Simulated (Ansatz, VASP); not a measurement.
# C: VASP beside Ansatz

```
C
1.0
     2.51292    0.00000    0.00000
     0.00000    3.55381    0.00000
     0.00000    0.00000   16.00000
C
2
Direct
  0.75000 0.12500 0.50000
  0.25000 0.87500 0.50000
```

Alike in both runs: task single point; functional PBEsol; k mesh 12 × 9 × 1; occupations fermi-dirac, width 0.02 eV; no spin polarisation.

|  | VASP | Ansatz |
| --- | --- | --- |
| version | VASP 6.6.1 | Ansatz 0.2.0 |
| potentials or method | VASP PAW PBE potentials, release 64 (C) | PAW with Ansatz's default frozen-core files, scalar-relativistic |
| plane-wave cutoff (eV) | 520 | 420 |
| valence electrons in the cell | 8 | 8 |

VASP gave:

```
rms of the force components (eV/Å) : 4.810
```

Task: Estimate Ansatz's values.

Result: rms of the force components (eV/Å): 4.836.

Atom by atom the forces differ by 0.026 eV/Å (rms over components).

Caveats: the PAW data sets were made with another functional, which shifts forces and pressure a little (VASP).
